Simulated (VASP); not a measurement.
# YN (strained rocksalt), PBE single-point calculation: Ansatz's output and VASP's

```
Y N
1.0
     0.02403    2.44760    2.44760
     2.44760    0.02403    2.44760
     2.44760    2.44760    0.02403
Y N
1 1
Cartesian
  0.0000 0.0000 0.0000
  2.4596 2.4596 2.4596
```

Ansatz printed

```
SCF 1 converged in 6 iterations: F = -4236.070332 eV  dr2 = 2.07e-11
  greatest PAW one-centre occupation: 0.993 electrons in one spin orbital (limit 2), on the Y atom at site 0 (counted from 0), in its partial waves of l = 0
NSCF: frozen V_eff on 7 k-points
SCF converged after 6 iterations
Free energy (F): -4236.070332 eV
Harris-Foulkes:  -4236.070332 eV  (|F-HF|=1.27e-11)
Internal energy: -4236.070310 eV  (E = F + TS)
E sigma→0 (E₀):  -4236.070321 eV
Entropy (-TS):   -0.000022 eV (-0.011 meV/atom)
Fermi energy:    12.217279 eV
--- Per-component energies (eV) ---
  E_band       = -47.225848
  E_kinetic    = 438.061207
  E_local      = -598.977506  (includes V_loc(G=0)·N_el)
  E_nonlocal   = 94.819778
  E_hartree    = 184.729753
  E_xc         = -235.910783
  E_vxc        = -278.761161  (∫ρ·V_xc dr)
  E_paw        = -2952.190313  (= ΣΔE_a)
  E_vpaw       = -71.827805  (= ΣTr[D̂ρ^β])
  E_aug_tail   = 0.000097  (compensation charges beyond the density's cutoff)
  E_ewald      = -1166.602543
  E_smearing   = -0.000022  (= −TS)
  E_closure    = 0.000000  (closes the sum)
  Σ components = -4236.070332   (vs F -4236.070332, Δ=0.00e0)
--- Forces (eV/Å), atoms counted from 1 ---
  atom   1  Y      0.00000000    -0.00000000    -0.00000000
  atom   2  N      0.00000000    -0.00000000     0.00000000
  max |Σ_I F_I| component: 7.63e-30 eV/Å
--- Stress (GPa, compression-positive) ---
        3.568421      -1.263697      -1.263697
       -1.263697       3.568421      -1.263697
       -1.263697      -1.263697       3.568421
  P = ⅓ Tr σ = 3.5684 GPa (35.684 kbar)
--- Band table (eV; the first three rows and the last of 116) ---
  k-point 0: bands = ["-28.6258", "-8.2762", "-8.2671", "-8.2671", "-0.7919", "12.0821", "12.1465", "12.1465", "15.1526", "15.3458", "15.3458", "16.4072"]
  k-point 1: bands = ["-28.6137", "-8.3986", "-8.2830", "-8.2764", "-0.6140", "11.5155", "11.7374", "11.8050", "15.3461", "15.4659", "15.5927", "16.9896"]
  k-point 2: bands = ["-28.5819", "-8.7185", "-8.3035", "-8.3006", "-0.1620", "10.3060", "11.0251", "11.1118", "15.5919", "16.0974", "16.2593", "18.2051"]
  k-point 115: bands = ["-28.5063", "-9.4284", "-8.3454", "-8.3454", "0.9933", "8.0254", "9.9156", "9.9156", "17.8333", "18.4894", "18.4894", "18.9427"]
```

Datasets and cutoffs are each program's own. VASP's cell holds 16 valence electrons and Ansatz's 16. Ansatz's stress includes a Pulay correction; VASP's doesn't.

Problem. What does VASP give for the same cell and level of theory?

Solution. gap between bands v and c 0.15 eV; least direct gap 0.52 eV; pressure 3.4 GPa.

From OUTCAR

```
k-points           NKPTS =    116   k-points in BZ     NKDIM =    116   number of bands    NBANDS=     15

   NELECT =      16.0000    total number of electrons

   dimension x,y,z NGX =    28 NGY =   28 NGZ =   28
   dimension x,y,z NGXF=    56 NGYF=   56 NGZF=   56

  energy-cutoff  :      520.00
  volume of cell :       28.89
      direct lattice vectors                 reciprocal lattice vectors
     0.024029133  2.447596795  2.447596795    -0.207315182  0.205299665  0.205299665
     2.447596795  0.024029133  2.447596795     0.205299665 -0.207315182  0.205299665
     2.447596795  2.447596795  0.024029133     0.205299665  0.205299665 -0.207315182

 k-points in reciprocal lattice and weights: KPOINTS created by Atomic Simulation Env
   0.00000000  0.00000000  0.00000000       0.001
   0.10000000 -0.00000000  0.00000000       0.006
   0.20000000 -0.00000000  0.00000000       0.006
   0.30000000  0.00000000  0.00000000       0.006
   0.40000000 -0.00000000  0.00000000       0.006
   0.50000000 -0.00000000  0.00000000       0.003
   0.10000000  0.10000000 -0.00000000       0.006
   0.20000000  0.10000000 -0.00000000       0.012
   ...

 E-fermi :   4.3114

 k-point     1 :       0.0000    0.0000    0.0000
  band No.  band energies     occupation
      1     -36.5656      2.00000
      2     -16.2051      2.00000
      3     -16.1960      2.00000
      4     -16.1960      2.00000
      5      -8.7222      2.00000
      6       4.1779      1.99747
      7       4.2422      1.93896
      8       4.2422      1.93896
      9       7.2442      0.00000
     10       7.4376      0.00000
     11       7.4376      0.00000
     12       8.4851      0.00000
     13       9.3873      0.00000
     14       9.3873      0.00000
     15      15.0914      0.00000

 k-point     2 :       0.1000   -0.0000    0.0000
  band No.  band energies     occupation
      1     -36.5535      2.00000
      2     -16.3273      2.00000
      3     -16.2120      2.00000
      4     -16.2053      2.00000
      5      -8.5421      2.00000
      6       3.6089      2.00000
      7       3.8333      2.00000
      8       3.9009      2.00000
      9       7.4371      0.00000
     10       7.5575      0.00000
     11       7.6842      0.00000
     12       9.0704      0.00000
     13       9.9028      0.00000
     14       9.9041      0.00000
     15      15.7614      0.00000

 k-point     3 :       0.2000   -0.0000    0.0000
  band No.  band energies     occupation
      1     -36.5218      2.00000
      2     -16.6464      2.00000
      3     -16.2326      2.00000
      4     -16.2296      2.00000
      5      -8.0843      2.00000
      6       2.3953      2.00000
      7       3.1218      2.00000
      8       3.2085      2.00000
      9       7.6821      0.00000
     10       8.1887      0.00000
     11       8.3505      0.00000
     12      10.2908      0.00000
     13      11.1290      0.00000
     14      11.1373      0.00000
     15      17.3445      0.00000

 k-point     4 :       0.3000    0.0000    0.0000
  band No.  band energies     occupation
      1     -36.4823      2.00000
      2     -17.0060      2.00000
      3     -16.2593      2.00000
      4     -16.2577      2.00000
      5      -7.5320      2.00000
      6       1.2334      2.00000
      7       2.4592      2.00000
      8       2.5606      2.00000
      9       8.2384      0.00000
     10       9.1393      0.00000
     11       9.3121      0.00000
     12      11.3653      0.00000
     13      12.5807      0.00000
     14      12.5980      0.00000
     15      18.3609      0.00000

 k-point     5 :       0.4000   -0.0000    0.0000
  band No.  band energies     occupation
      1     -36.4500      2.00000
      2     -17.2748      2.00000
      3     -16.2831      2.00000
      4     -16.2777      2.00000
      5      -7.0821      2.00000
      6       0.4108      2.00000
      7       2.0187      2.00000
      8       2.1294      2.00000
      9       9.1659      0.00000
     10      10.1258      0.00000
     11      10.3062      0.00000
     12      11.5488      0.00000
     13      13.8819      0.00000
     14      13.9054      0.00000
     15      18.2041      0.00000

 k-point     6 :       0.5000   -0.0000    0.0000
  band No.  band energies     occupation
      1     -36.4376      2.00000
      2     -17.3732      2.00000
      3     -16.2921      2.00000
      4     -16.2854      2.00000
      5      -6.9063      2.00000
      6       0.1104      2.00000
      7       1.8661      2.00000
      8       1.9800      2.00000
      9       9.9539      0.00000
     10      10.6251      0.00000
     11      10.7774      0.00000
     12      11.0208      0.00000
     13      14.5192      0.00000
     14      14.5477      0.00000
     15      17.8790      0.00000

 ...

  Total        0.6109039      0.6109039      0.6109039     -0.2279026     -0.2279026     -0.2279026
  in kB       33.8747973     33.8747973     33.8747973    -12.6372635    -12.6372635    -12.6372635
  external PRESSURE =      33.8747973 kB  Pullay stress =       0.0000000 kB

 POSITION                                       TOTAL-FORCE (eV/Angst)
 -----------------------------------------------------------------------------------
      0.00000      0.00000      0.00000         0.000000     -0.000000      0.000000
      2.45961      2.45961      2.45961        -0.000000      0.000000     -0.000000
 -----------------------------------------------------------------------------------
    total drift:                                0.000000      0.000000      0.000000

  FREE ENERGIE OF THE ION-ELECTRON SYSTEM (eV)
  ---------------------------------------------------
  free  energy   TOTEN  =       -18.2188732952 eV

  energy  without entropy=      -18.2188498491  energy(sigma->0) =      -18.21886157
```
